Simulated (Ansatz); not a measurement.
LiS3: from a trial structure to a relaxed crystal

Level of theory: DFT PBE, scalar-relativistic, plane waves, PAW in Ansatz. Cutoff 420 eV, Γ-centred k mesh, Gaussian smearing, no spin polarisation in the final step.

The start puts LiS3 on the sites of a reported TmCd3 cell (Cmcm, No. 63), with Li in place of Tm, S in place of Cd, at a guessed volume.

```
CELL_PARAMETERS angstrom
3.27438 -4.89428 0.00000
3.27438 4.89428 0.00000
0.00000 0.00000 4.42085
ATOMIC_POSITIONS crystal
Li 0.63210 0.36790 0.25000
Li 0.36790 0.63210 0.75000
S 0.17510 0.82490 0.25000
S 0.82490 0.17510 0.75000
S 0.11790 0.30790 0.25000
S 0.88210 0.69210 0.75000
S 0.30790 0.11790 0.75000
S 0.69210 0.88210 0.25000
```

Steps on the 4×4×4 mesh (8 atoms). 12 of 27 steps are shown, and the free energy counts from the last. Trial steps that were taken back and renewals of the plane-wave basis can be among the rows.

| step | ΔF (meV/atom) | V (Å³/atom) | P (GPa) | largest force component (eV/Å) |
| --- | --- | --- | --- | --- |
| 1 | 708.0 | 17.71 | -3.89 | 0.428 |
| 3 | 552.4 | 15.33 | 4.36 | 2.031 |
| 6 | 176.7 | 19.86 | -0.88 | 1.664 |
| 8 | 115.2 | 22.06 | 0.64 | 0.122 |
| 10 | 103.4 | 24.33 | 0.29 | 0.088 |
| 13 | 88.0 | 24.66 | -0.50 | 0.065 |
| 15 | 58.6 | 22.58 | -0.34 | 0.276 |
| 18 | 33.3 | 19.78 | 1.41 | 0.505 |
| 20 | 19.1 | 20.44 | -0.02 | 0.081 |
| 22 | 18.4 | 20.56 | -0.06 | 0.015 |
| 25 | 0.3 | 21.42 | 0.04 | 0.030 |
| 27 | 0.0 | 21.47 | 0.03 | 0.007 |

A final relaxation ran on a 8×8×6 mesh. The relaxed crystal, Cmcm (No. 63):

Space group Cmcm (No. 63). a = 6.916 Å, b = 7.890 Å, c = 6.279 Å, α = 90.00°, β = 90.00°, γ = 90.00°
| atom | site | symmetry | x | y | z |
| --- | --- | --- | --- | --- | --- |
| Li | 4c | m2m | 0.5000 | 0.8009 | 0.2500 |
| S | 4c | m2m | 0.5000 | 0.2246 | 0.2500 |
| S | 8g | ..m | 0.2634 | 0.0754 | 0.2500 |

For LiS3, the volume per atom is 21.41 Å³. The density is 2.00 g/cm³ and the energy over the elements is -0.36 eV/atom. The gap on the 8×8×6 mesh is 0 eV (a metal).

Formation energies are uncorrected and refer to the elements' standard structures at the same level.

The final run used a 8×8×6 mesh on its 8-atom cell and 0.10 eV smearing. The k mesh leaves about 4 meV/atom of noise in metals.

A structure relaxed within its symmetry needn't be a true minimum.

Cost: 3 runs of about 6.3 core-minutes in all, on Arm Neoverse V1 (shared hosts).